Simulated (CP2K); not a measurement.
**Ti in CP2K: the effect of functional**

Ti:

```
Ti
1.0
     4.56737    0.00000    0.00000
    -2.28369    3.95546    0.00000
     0.00000    0.00000    2.82624
Ti
3
Direct
  0.66667 0.33333 0.50000
  0.33333 0.66667 0.50000
  0.00000 0.00000 0.00000
```

This isn't the form of Ti at room conditions, which is hcp.

Alike in all runs:

```yaml
Program: CP2K 2026.2
Task: atomic charges
Potentials_or_basis: POTENTIAL_UZH Ti GTH-PBE-q12; TZVP-MOLOPT-PBE-GTH basis
Density_cutoff: 9184 eV
k_mesh: 7 × 7 × 9
Occupations: fermi-dirac, width 0.05 eV
Spin: no spin polarisation
```

Question: One run gave: pressure -22.0 GPa. Which functional did it use?
A. TPSS
B. PBE
C. rev-vdW-DF2
D. LDA
E. HLE16

Answer: E.

| functional | pressure (GPa) |
| --- | --- |
| PBE | 0.9 |
| LDA | -7.5 |
| PBEsol | -3.4 |
| rev-vdW-DF2 | -1.7 |
| HLE16 | -22.0 |
| RPBE | 4.0 |
| TPSS | -1.3 |

Caveats: the basis of atomic orbitals isn't converged, which shifts pressures, moduli and gaps; the potentials were made for another functional, which shifts forces and pressure (some runs); the potentials were made for a functional far from this one (some runs).
